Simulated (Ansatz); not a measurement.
# Deforming HgTe

```
CELL_PARAMETERS angstrom
0.00000 3.22350 3.22350
3.22350 0.00000 3.22350
3.22350 3.22350 0.00000
ATOMIC_POSITIONS crystal
Hg 0.00000 0.00000 0.00000
Te 0.75000 0.75000 0.75000
```

Atoms are numbered in the order listed.

The cell is COD entry 1539232, as deposited and not checked against the literature; nothing was relaxed.

No spin–orbit coupling, which matters for the heavy atoms here.

The calculation used DFT, PBEsol, all-electron LAPW, scalar-relativistic in Ansatz 0.2.0.

Numerical set-up: a Γ-centred 9×9×9 k mesh, Fermi–Dirac smearing of 0.05 eV, basis error target 0.5 meV/atom, no spin polarisation.

The unchanged cell is at 1.33 GPa.

In a metal, stresses and small energies carry noise from the k mesh.

x, y and z are the Cartesian axes of the cell as listed; fractional coordinates follow a strain, and an engineering shear is twice the off-diagonal strain component.

(1) One change gave: energy change +1 meV/atom; stress change (xx, yy, zz, yz, xz, xy) 0.02, 0.02, 0.02, 0.43, 0.43, 0.43 GPa, compression positive; change of the force on Hg1 (0.063, 0.063, 0.063) eV/Å. Which change was it?
A. equal xy, yz and zx engineering shear strains of -2 %
B. equal xy, yz and zx engineering shear strains of +1 %
C. equal xy, yz and zx engineering shear strains of -1 %
D. equal xy, yz and zx engineering shear strains of +2 %

Answers

(1) C. For equal xy, yz and zx engineering shear strains of -2 %: energy change +6 meV/atom; stress change (xx, yy, zz, yz, xz, xy) 0.10, 0.10, 0.10, 0.88, 0.88, 0.88 GPa, compression positive; change of the force on Hg1 (0.133, 0.133, 0.133) eV/Å. For equal xy, yz and zx engineering shear strains of +1 %: energy change +1 meV/atom; stress change (xx, yy, zz, yz, xz, xy) 0.02, 0.02, 0.02, -0.41, -0.41, -0.41 GPa, compression positive; change of the force on Hg1 (-0.055, -0.055, -0.055) eV/Å. For equal xy, yz and zx engineering shear strains of +2 %: energy change +5 meV/atom; stress change (xx, yy, zz, yz, xz, xy) 0.09, 0.09, 0.09, -0.79, -0.79, -0.79 GPa, compression positive; change of the force on Hg1 (-0.104, -0.104, -0.104) eV/Å.
